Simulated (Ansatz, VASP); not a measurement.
Cu: VASP beside Ansatz

The input INCAR:

```
PREC = Accurate
ENCUT = 600
EDIFF = 1E-7
ISMEAR = 0
SIGMA = 0.1
LREAL = F
LASPH = T
NELM = 100
ALGO = Normal
ISIF = 3
LWAVE = F
LCHARG = F
GGA = PE
IBRION = 2
NSW = 100
EDIFFG = -0.01
```

KPOINTS

```
Automatic mesh
0
Gamma
  30 30 30
```

The input POSCAR:

```
Cu
1.0
   -1.2965863248      1.2965863248      1.7820802941
    1.2965863248     -1.2965863248      1.7820802941
    1.2965863248      1.2965863248     -1.7820802941
Cu
1
Direct
    0.5000000000      0.5000000000      0.0000000000
```

Input for Ansatz:

```yaml
crystal:
  lattice:
    - [-1.2965863248, 1.2965863248, 1.7820802941]
    - [1.2965863248, -1.2965863248, 1.7820802941]
    - [1.2965863248, 1.2965863248, -1.7820802941]
  atoms:
    - { symbol: Cu, position: [0.5, 0.5, 0.0] }
basis:
  ecutwfc: 420
kpoints:
  mp_grid: { grid: [30, 30, 30] }
hamiltonian:
  xc: pbe
scf:
  occupations: { method: gaussian, width: 0.1 }
output:
  forces: true
  stress: true
  eigenvalues: true
relax:
  adjacent_minimum: "off"
  f_tol: 0.01
  max_steps: 80
  cell: { stress_tol: 0.05 }
```

Alike in both runs: task relaxation of cell and atoms; functional PBE; k mesh 30 × 30 × 30; occupations gaussian, width 0.1 eV; no spin polarisation.

|  | VASP | Ansatz |
| --- | --- | --- |
| version | VASP 6.6.1 | Ansatz 0.2.0 |
| potentials or method | VASP PAW PBE potentials, release 64 (Cu) | scalar-relativistic, plane waves, PAW |
| plane-wave cutoff (eV) | 600 | 420 |
| valence electrons in the cell | 11 | 19 |

```tsv
	VASP	Ansatz	Ansatz less VASP
gap on the k mesh at the Fermi level, each at its own relaxed structure (eV)	none	none	-
relaxed volume (Å³/atom)	12.01	11.95	-0.055
relaxed cell length with the largest relative difference (Å)	2.571	2.567	-0.0040
energy change over the relaxation (meV/atom)	-1	-1	0.0
```

A gap of «none» marks a metal or a gap that the smearing closes. The two sets of potentials don't hold the same shells in valence.
